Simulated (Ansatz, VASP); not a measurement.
## HfO2 in VASP and in Ansatz

Contents of POSCAR:

```
HfO2
1.0
    0.0000000000      2.5036332746      2.5036332746
    2.5036332746      0.0000000000      2.5036332746
    2.5036332746      2.5036332746      0.0000000000
Hf O
1 2
Direct
    0.0000000000      0.0000000000      0.0000000000
    0.2500000000      0.2500000000      0.2500000000
    0.7500000000      0.7500000000      0.7500000000
```

Contents of INCAR.step1:

```
  PREC = Accurate
  ENCUT = 520
  ISMEAR = 0
  SIGMA = 0.01
  LREAL = False
  LASPH = True
  NELM = 80
  NBANDS = 18
  GGA = PE
  ALGO = Normal
  EDIFF = 1E-4
  LWAVE = True
  LCHARG = False
```

INCAR.step2

```
  PREC = Accurate
  ENCUT = 520
  EDIFF = 1E-6
  ISMEAR = 0
  SIGMA = 0.01
  LREAL = False
  LASPH = True
  NELM = 80
  ALGO = Normal
  ISIF = 2
  LWAVE = False
  LCHARG = False
  METAGGA = R2SCAN
  LMIXTAU = True
  NBANDS = 18
  ISTART = 1
```

KPOINTS

```
regular mesh
0
Gamma
  8 8 8
```

Input for Ansatz:

```yaml
crystal:
  lattice:
    - [0.0, 2.5036332746, 2.5036332746]
    - [2.5036332746, 0.0, 2.5036332746]
    - [2.5036332746, 2.5036332746, 0.0]
  atoms:
    - { symbol: Hf, position: [0.0, 0.0, 0.0] }
    - { symbol: O, position: [0.25, 0.25, 0.25] }
    - { symbol: O, position: [0.75, 0.75, 0.75] }
kpoints:
  mp_grid: { grid: [8, 8, 8] }
hamiltonian:
  xc: r2scan
scf:
  occupations: { method: fixed }
  n_extra_bands: 4
output:
  forces: true
  stress: true
  eigenvalues: true
```

Alike in both runs: task single point; functional r2SCAN; k mesh 8 × 8 × 8; no spin polarisation.

```csv
,VASP,Ansatz
version,VASP 6.6.1,Ansatz 0.2.0
potentials or method,"VASP PAW PBE potentials, release 64 (Hf_pv, O)","plane waves, PAW"
plane-wave cutoff (eV),520,500
occupations,"gaussian, width 0.01 eV",fixed
valence electrons in the cell,22,38
```

```tsv
	VASP	Ansatz	Ansatz less VASP
gap on the k mesh at the Fermi level (eV)	4.41	4.38	-0.022
pressure (GPa)	4.5	8.8	+4.27
```

One of these differences is far larger than is usual between the two programs; its cause wasn't traced. The two sets of potentials don't hold the same shells in valence.

Caveats: the PAW data sets were made with another functional, which shifts forces and pressure a little (VASP); spin-orbit coupling is left out, which moves the levels of the heavy elements. r2SCAN opens gaps a little over a GGA but as a rule still falls short of measured ones. A k mesh can miss the band edges.
